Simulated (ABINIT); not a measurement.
# SnSe (Pnma) in ABINIT: further runs, part 2 of 2

ABINIT 10.8.3 (patched build). Earlier steps stand in the parts before.

## Step 3: Band structure, LDA

run.abi

```
# Datasets: ground state, then fixed potential
ndtset 2

# Pseudopotentials
pp_dirpath "./"
pseudos "Sn.LDA_PW-JTH.xml, Se.LDA_PW-JTH.xml"

# Structure
acell 21.5806723432 7.9179524622 8.4281785158
rprim
     1.0000000000     0.0000000000     0.0000000000
     0.0000000000     1.0000000000     0.0000000000
     0.0000000000     0.0000000000     1.0000000000
ntypat 2
znucl 50 34
natom 8
typat 1 1 1 1 2 2 2 2
xred
     0.8770000000     0.7500000000     0.9090000000
     0.6230000000     0.2500000000     0.4090000000
     0.3770000000     0.7500000000     0.5910000000
     0.1230000000     0.2500000000     0.0910000000
     0.6430000000     0.7500000000     0.9840000000
     0.8570000000     0.2500000000     0.4840000000
     0.1430000000     0.7500000000     0.5160000000
     0.3570000000     0.2500000000     0.0160000000
chkprim 0
chksymtnons 0
tolsym 1.0e-6

# Plane-wave basis
ecut 22.0
pawecutdg 44.0

# Exchange and correlation
ixc 7

# Bands and occupations
occopt 3
tsmear 0.05 eV

# SCF cycle
nstep 100

# Output
iomode 3
prtwf 0
prteig 0
prtebands 0
enunit 1
prtden1 1
prtvha1 1
prtvclmb1 1
prtpot1 1

# Dataset 1
kptopt1 1
ngkpt1 3 5 5
nshiftk1 1
shiftk1 0.0 0.0 0.0
nband1 48
tolvrs1 1.0e-9

# Dataset 2: bands along G-X-S-Y-G-Z-U-R-T-Z
iscf2 -2
getden2 1
nband2 54
nbdbuf2 4
tolwfr2 1.0e-11
kptopt2 -9
ndivsm2 6
prteig2 1
prtvol2 -3
kptbounds2
     0.0000000000     0.0000000000     0.0000000000
     0.0000000000     0.5000000000     0.0000000000
     0.0000000000     0.5000000000     0.5000000000
     0.0000000000     0.0000000000     0.5000000000
     0.0000000000     0.0000000000     0.0000000000
     0.5000000000     0.0000000000     0.0000000000
     0.5000000000     0.5000000000     0.0000000000
     0.5000000000     0.5000000000     0.5000000000
     0.5000000000     0.0000000000     0.5000000000
     0.5000000000     0.0000000000     0.0000000000
```

Potentials or basis: JTH PAW LDA v2.0.

Started as:

```
abinit run.abi > log 2>&1
```

run.abo:

```text
.Version 10.8.3 of ABINIT
 DATASET    1 : space group Pn m a (# 62); Bravais oP (primitive ortho.)
================================================================================
 Values of the parameters that define the memory need for DATASET  1.
     intxc =       0    ionmov =       0      iscf =      17    lmnmax =      18
     lnmax =       6     mgfft =      96  mpssoang =       3    mqgrid =    6445
     natom =       8  nloc_mem =       2    nspden =       1   nspinor =       1
    nsppol =       1      nsym =       8    n1xccc =       1    ntypat =       2
    occopt =       3   xclevel =       1
       mpw =        7125          nfft =      124416          nkpt =          18
 PAW method is used; the additional fine FFT grid is defined by:
   mgfftf=       135    nfftf =    349920
================================================================================
================================================================================

 DATASET    2 : space group Pn m a (# 62); Bravais oP (primitive ortho.)
================================================================================
 Values of the parameters that define the memory need for DATASET  2.
     intxc =       0    ionmov =       0      iscf =      -2    lmnmax =      18
     lnmax =       6     mgfft =      96  mpssoang =       3    mqgrid =    6445
     natom =       8  nloc_mem =       2    nspden =       1   nspinor =       1
    nsppol =       1      nsym =       8    n1xccc =       1    ntypat =       2
    occopt =       3   xclevel =       1
       mpw =        7144          nfft =      124416          nkpt =         131
 PAW method is used; the additional fine FFT grid is defined by:
   mgfftf=       135    nfftf =    349920
================================================================================
================================================================================

--------------------------------------------------------------------------------
------------- Echo of variables that govern the present computation ------------
--------------------------------------------------------------------------------
 -outvars: echo values of preprocessed input variables --------
[... 2685 lines left out ...]
   7.73986    7.76037    8.36341    8.95987    9.07944    9.08757
 kpt#   3, nband= 54, wtk=  1.00000, kpt=  0.0000  0.0625  0.0000 (reduced coord)
[... 1017 lines left out ...]
 -17.99260  -17.99260  -17.98317  -17.98313  -17.97332  -17.97331  -17.95522  -17.95520
 -17.94445  -17.94444  -17.93393  -17.93389  -10.52009  -10.52007   -9.30233   -9.30232
  -3.81527   -3.81523   -2.10885   -2.10883   -0.85315   -0.85315    0.00615    0.00617
   0.22583    0.22584    1.12983    1.12984    1.38891    1.38892    2.55645    2.55645
   5.77361    5.77365    5.97644    5.97647    6.79200    6.79204    6.96812    6.96813
   8.11499    8.11502    8.57979    8.57982    8.76817    8.76821
 kpt# 131, nband= 54, wtk=  1.00000, kpt=  0.5000  0.0000  0.0000 (reduced coord)
 -18.01652  -18.01648  -18.00602  -18.00599  -18.00569  -18.00566  -17.99767  -17.99765
 -17.99271  -17.99270  -17.98320  -17.98316  -17.97331  -17.97330  -17.95523  -17.95521
 -17.94441  -17.94439  -17.93393  -17.93389  -10.52467  -10.52465   -9.30214   -9.30212
  -3.79994   -3.79990   -2.08137   -2.08136   -0.86795   -0.86795   -0.00103   -0.00101
   0.21895    0.21896    1.10107    1.10108    1.38483    1.38484    2.56072    2.56072
   5.78704    5.78707    5.96161    5.96164    6.82760    6.82764    6.99976    6.99977
   8.12986    8.12989    8.61527    8.61530    8.74586    8.74590

== END DATASET(S) ==============================================================
================================================================================

 -outvars: echo values of variables after computation  --------
            acell      2.1580672343E+01  7.9179524622E+00  8.4281785158E+00 Bohr
           etotal1    -3.1829378161E+02
            fcart1     2.6267691094E-03 -1.5940705054E-30 -2.5909502748E-03
                      -2.6267691094E-03  1.5940705054E-30 -2.5909502748E-03
                       2.6267691094E-03 -1.5940705054E-30  2.5909502748E-03
                      -2.6267691094E-03  1.5940705054E-30  2.5909502748E-03
                      -2.4013272337E-03  1.5940705054E-30  2.3483040765E-03
                       2.4013272337E-03 -1.5940705054E-30  2.3483040765E-03
                      -2.4013272337E-03  1.5940705054E-30 -2.3483040765E-03
                       2.4013272337E-03 -1.5940705054E-30 -2.3483040765E-03
           strten1     1.3476170854E-05  9.2287560761E-05  1.0295584708E-04
                       0.0000000000E+00  0.0000000000E+00  0.0000000000E+00
           xangst      1.0015339993E+01  3.1424999979E+00  4.0541399972E+00
                       7.1146599952E+00  1.0474999993E+00  1.8241399988E+00
                       4.3053399971E+00  3.1424999979E+00  2.6358599982E+00
                       1.4046599990E+00  1.0474999993E+00  4.0585999972E-01
                       7.3430599950E+00  3.1424999979E+00  4.3886399970E+00
                       9.7869399933E+00  1.0474999993E+00  2.1586399985E+00
                       1.6330599989E+00  3.1424999979E+00  2.3013599984E+00
                       4.0769399972E+00  1.0474999993E+00  7.1359999951E-02
             xred      8.7700000000E-01  7.5000000000E-01  9.0900000000E-01
                       6.2300000000E-01  2.5000000000E-01  4.0900000000E-01
                       3.7700000000E-01  7.5000000000E-01  5.9100000000E-01
                       1.2300000000E-01  2.5000000000E-01  9.1000000000E-02
                       6.4300000000E-01  7.5000000000E-01  9.8400000000E-01
                       8.5700000000E-01  2.5000000000E-01  4.8400000000E-01
                       1.4300000000E-01  7.5000000000E-01  5.1600000000E-01
                       3.5700000000E-01  2.5000000000E-01  1.6000000000E-02
 Calculation completed.
```

It took 27 min on 1 thread of Arm Neoverse V2, shared host; peak memory 0.93 GiB.

What came out:

```
Free energy                                           : -8661.2150 eV
Pressure                                              : -2.0 GPa
Largest force                                         : 0.190 eV/Å
Band gap on the k mesh                                : 0.77 eV, indirect (least direct gap 0.95 eV)
Band gap along the path                               : 0.49 eV, indirect (least direct gap 0.63 eV)
Valence electrons inside the program's atomic spheres : Sn 11.83; Se 3.93
```

Forces on the atoms (eV/Å):
```
Sn   0.135  0.000 -0.133
Sn  -0.135  0.000 -0.133
Sn   0.135  0.000  0.133
Sn  -0.135  0.000  0.133
Se  -0.123  0.000  0.121
Se   0.123  0.000  0.121
Se  -0.123  0.000 -0.121
Se   0.123  0.000 -0.121
```

Stress tensor (GPa, compression positive):
```
-0.40  0.00  0.00
 0.00 -2.72  0.00
 0.00  0.00 -3.03
```

Levels at the corners of the path, in eV from the valence-band top:
| point | band 38 | band 39 | band 40 | band 41 | band 42 | band 43 |
| --- | --- | --- | --- | --- | --- | --- |
| Γ | -1.20 | -0.76 | -0.55 | 0.73 | 2.90 | 3.01 |
| X | -1.03 | -0.76 | -0.76 | 0.86 | 0.86 | 1.30 |
| S | -2.24 | -1.50 | -1.50 | 2.81 | 2.81 | 3.08 |
| Y | -0.81 | -0.35 | -0.35 | 1.19 | 1.19 | 1.54 |
| Γ | -1.20 | -0.76 | -0.55 | 0.73 | 2.90 | 3.01 |
| Z | -1.79 | -0.62 | -0.62 | 2.61 | 2.61 | 2.79 |
| U | -1.02 | -1.02 | -1.02 | 1.35 | 1.35 | 1.35 |
| R | -1.51 | -1.51 | -1.51 | 2.58 | 2.58 | 2.58 |
| T | -0.55 | -0.33 | -0.33 | 1.20 | 1.20 | 1.53 |
| Z | -1.79 | -0.62 | -0.62 | 2.61 | 2.61 | 2.79 |

Caveat: spin-orbit coupling is left out, which moves the levels of the heavy elements; the mesh misses the band edges, which the band path finds closer together.

## Step 4: Against experiment

Step 2. Against the measured gap of SnSe, 0.99 eV (indirect; 20 K; “Linear dichroism of the optical properties of SnS and SnSe van der Waals crystals”, 2024, arxiv:2409.17412), the calculated 0.55 eV is off by -0.44 eV. 2 values of this kind are on record (0.89 to 0.99 eV); this one was drawn at random. Spin-orbit coupling on Se, Sn is left out. The value is that of PBE, without temperature or zero-point motion. Semilocal functionals fall short of measured gaps as a rule.

Step 3. A measured gap of SnSe is 0.99 eV (indirect; 20 K; “Linear dichroism of the optical properties of SnS and SnSe van der Waals crystals”, 2024, arxiv:2409.17412); the calculated 0.49 eV misses it by -0.50 eV. 2 values of this kind are on record (0.89 to 0.99 eV); this one was drawn at random. Spin-orbit coupling on Se, Sn is left out. The value is that of LDA, without temperature or zero-point motion. Semilocal functionals fall short of measured gaps as a rule.
